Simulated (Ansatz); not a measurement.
Input and command of a plane-wave DFT calculation in Ansatz:

```yaml
crystal:
  lattice:
    - [-1.9226734293, 1.9226734293, 4.3114047961]
    - [1.9226734293, -1.9226734293, 4.3114047961]
    - [1.9226734293, 1.9226734293, -4.3114047961]
  atoms:
    - { symbol: Ti, position: [-0.0780163691, -0.0780163691, -0.1560327383] }
    - { symbol: Al, position: [0.5, 0.5, 0.0] }
    - { symbol: Al, position: [0.75, 0.25, 0.5] }
    - { symbol: Al, position: [0.25, 0.75, 0.5] }
basis:
  ecutwfc: 420
kpoints:
  mp_grid: { grid: [18, 18, 18] }
hamiltonian:
  xc: pbe
scf:
  occupations: { method: gaussian, width: 0.15 }
output:
  forces: true
  stress: true
  eigenvalues: true
```

```bash
ansatz run input.yaml --threads 2 --pin off --max-ram 5120MiB --backend cpu --events-out ev --progress --plain --runs-dir out
```

Processor: Arm Neoverse V1, 2 threads, on a host shared with other jobs.

How long does it run, and how much memory does it take?

About 39 s on 2 threads of Arm Neoverse V1, on a shared host, peak memory 1.1 GiB. It solves 15 bands at 865 k points (the mesh reduced by symmetry) with about 1299 plane waves, in 6 SCF iterations.
